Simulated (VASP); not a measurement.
Here is a VASP 6.6.1 calculation.

The input POSCAR:

```
BeS
1.0
    2.4342244985      2.4342244985      0.0000000000
   -2.4342244985      2.4342244985      0.0000000000
    0.0000000000      2.4342244985      2.4342244985
Be S
1 1
Direct
    0.0000000000      0.0000000000      0.0000000000
    0.7500000000      0.2500000000      0.5000000000
```

The input INCAR.step1:

```
  PREC = Accurate
  ENCUT = 520
  ISMEAR = 0
  SIGMA = 0.01
  LREAL = F
  LASPH = T
  NELM = 100
  NBANDS = 11
  GGA = PE
  ALGO = Normal
  EDIFF = 1E-4
  LWAVE = T
  LCHARG = F
```

Contents of INCAR.step2:

```
  PREC = Accurate
  ENCUT = 520
  EDIFF = 1E-7
  ISMEAR = 0
  SIGMA = 0.01
  LREAL = F
  LASPH = T
  NELM = 100
  ALGO = Normal
  ISIF = 2
  LWAVE = F
  LCHARG = T
  METAGGA = R2SCAN
  LMIXTAU = T
  LELF = T
  LVHAR = T
  NBANDS = 11
  ISTART = 1
```

KPOINTS

```
Automatic mesh
0
Gamma
  8 8 8
```

Potentials or basis: VASP PAW PBE potentials, release 64 (Be, S).

Run with:

```sh
$ cat potpaw_PBE.64/Be/POTCAR potpaw_PBE.64/S/POTCAR > POTCAR
$ cp INCAR.step1 INCAR
$ mpirun -np 1 vasp_std > vasp.out
$ cp INCAR.step2 INCAR
$ mpirun -np 1 vasp_std > vasp.out
```

Question: Estimate the pressure.

Answer: 0.3 GPa.

Question: Predict the band gap on the k mesh.

Answer: 3.60 eV, indirect (least direct gap 6.26 eV).

Caveat: the PAW data sets were made with another functional, which shifts forces and pressure a little. A k mesh can miss the band edges.
